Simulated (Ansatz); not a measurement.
The elements of this relaxed trial crystal are hidden behind letters.

```
lattice vectors (Å)
   3.7656    0.0000    0.0000
  -1.8828    3.2611    0.0000
   0.0000    0.0000    6.4528
fractional positions
X 0.0000 0.0000 0.0000
X 0.0000 0.0000 0.5000
Z 0.3333 0.6667 0.2500
Z 0.6667 0.3333 0.7500
```

Theory: DFT PBE, scalar-relativistic, plane waves, PAW in Ansatz. Settings of the last relaxation (4-atom cell): 420 eV, 12×12×8 k points, Gaussian smearing of 0.10 eV, no spin polarisation.

* Space group: P6_3/mmc (No. 194)
* Conventional cell: a = 3.766 Å, c = 6.453 Å
* Volume per atom: 19.81 Å³
* Density: 6.06 g/cm³
* Energy over the elements: 0.00 eV/atom
* Gap on the 12×12×8 mesh of the 4-atom cell: 0 eV (a metal)

Energies are uncorrected and count from the elements' standard states at the same level.

Task: X is a p-block element of period 4 and Z is a p-block element of period 4. Which elements are they?

Result: X = Ga, Z = As, so the formula is GaAs, here in the nickel arsenide type. Density times volume gives a mean mass of 6.06 × 19.81/1.6605 = 72.3 u per atom, and this set has 72.3 u. Ga is surrounded by 6 As at 2.71 Å; around As lie 6 Ga at 2.71 Å. Swapping Ga and As leaves the mass as it is, so only the distances can place them.

Symmetry constrained the relaxation, so the result can be a saddle point.
